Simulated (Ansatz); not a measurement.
## Sb: pressure and energy less free atoms against volume per atom

Results calculated with Ansatz 0.2.0, not measured. Periodic Kohn-Sham DFT of a crystal at fixed atoms; pressure and stress are positive in compression; the energy is the free energy less that of spherical unpolarised free atoms; site moments are those in the method's own spheres, positive along +z.

Cell of the first row (space group Pm-3m, No. 221):
```
CELL_PARAMETERS angstrom
3.02090 0.00000 0.00000
0.00000 3.02090 0.00000
0.00000 0.00000 3.02090
ATOMIC_POSITIONS crystal
Sb 0.00000 0.00000 0.00000
```

Settings of every row: method all-electron LAPW; functional PBEsol; relativity scalar; k mesh 12x12x12; filling fermi-dirac; smearing width 0.05 eV; basis error target 0.5 meV/atom; nucleus gaussian.

Atom start moment: 0 on all atoms.

Limits: no spin-orbit coupling on heavy atoms; the cell comes from a prototype or a list of computed structures and needn't be the stable phase.

| row | volume per atom (Å³) | pressure (GPa) | energy less free atoms (eV/atom) |
| --- | --- | --- | --- |
| 1 | 27.569 | ? | ? |
| 2 | 28.727 | -0.049 | -4.5094 |
| 3 | 29.313 | -1.208 | -4.507 |
| 4 | 29.9 | -2.251 | -4.5007 |
| 5 | 31.072 | -4.019 | -4.4775 |

Question: what pressure and energy less free atoms should row 1 give?

Worked fit of pressure. Take u = (V_r/V)^(2/3) − 1 with V_r = 29.606 Å³ an atom, which is twice the finite (Eulerian) strain; such expansions in the strain, on which the Birch-Murnaghan equation of state is built, carry the rest volume and the bulk modulus. The shown rows have u = 0.0203, 0.00665, -0.00657, -0.03171. Least squares give pressure = −1.7424 + 78.882 × u + 223.52 × u² GPa; a straight line predicts inner rows, each left out in turn, worse (root mean square 0.094 against 5.8e-05 GPa). All shown rows lie on it to the printed digit. The withheld row has u = 0.04867, so the fit gives −1.7424 + 78.882 × (0.04867) + 223.52 × (0.04867)² = 2.626 GPa.

The calculation gave 2.644 GPa. The fit lies 0.018 GPa (0.27 % of the column's range) below it; its largest miss of a shown row is 0.000 GPa. This row lies beyond the range of the fit.

Worked fit of energy less free atoms. Take u = (V_r/V)^(2/3) − 1 with V_r = 29.606 Å³ an atom, which is twice the finite (Eulerian) strain; such expansions in the strain, on which the Birch-Murnaghan equation of state is built, carry the rest volume and the bulk modulus. The shown rows have u = 0.0203, 0.00665, -0.00657, -0.03171. Least squares give energy less free atoms = −4.50434 − 0.482 × u + 11.485 × u² eV/atom; a straight line predicts inner rows, each left out in turn, worse (root mean square 0.0049 against 6.8e-05 eV/atom). All shown rows lie on it to the printed digit. The withheld row has u = 0.04867, so the fit gives −4.50434 − 0.482 × (0.04867) + 11.485 × (0.04867)² = -4.5006 eV/atom.

The calculation gave -4.5004 eV/atom. The fit lies 0.0002 eV/atom (0.63 % of the column's range) below it; its largest miss of a shown row is 0.0000 eV/atom. This row lies beyond the range of the fit.
